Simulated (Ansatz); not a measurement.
HfN under pressure: fit and missing row

HfN, Fm-3m, a = 4.548 Å. Ansatz: PBE, PAW, 420 eV, Γ-centred 16×16×16 mesh on 2 atoms, Gaussian smearing 0.10 eV; no spin polarisation. Cell and atoms are relaxed at each pressure, and no other structure is tried, so the rows at high pressure may lie past a change of phase.

```
V (Å³/atom) P (GPa)
     10.002    60.02
     10.709    30.01
          ?    15.00
     11.429     7.93
     11.627     3.01
     11.757     0.00
     11.896    -3.00
```

Question: Take V0 = 11.757 Å³/atom, fit the third-order Birch–Murnaghan form to the other rows, and predict the missing volume.

Answer: With the Eulerian strain f = ½[(V0/V)^(2/3) − 1] and y = P/[3f(1 + 2f)^(5/2)], the form is the line y = B0 + 1.5 B0 (B0′ − 4) f. Rows (f, y): 0.05690, 268.6; 0.03211, 266.6; 0.00952, 264.9; 0.00372, 264.8; -0.00390, 261.5. Means f = 0.01967, y = 265.28; Σ(Δf)² = 0.002454, ΣΔfΔy = 0.2406; the slope is their ratio. y = 263.4 + 98.07 f GPa, so B0 = 263.4 GPa and B0′ = 4 + 2 × (98.07)/(3 × 263.4) = 4.25. P = 15.00 GPa is met at f = 0.01732 (y = 265.10), so V = V0 (1 + 2f)^(−3/2) = 11.171 Å³/atom. The run gave 11.172 Å³/atom, so the fit is 0.001 Å³/atom too low, within twice the rms miss on the fitted rows (0.0010 Å³/atom).

The cell has an odd number of electrons and ran without spin polarisation, so a magnetic or disproportionated state may lie lower. Spin–orbit coupling is left out, which can shift energies with elements as heavy as these.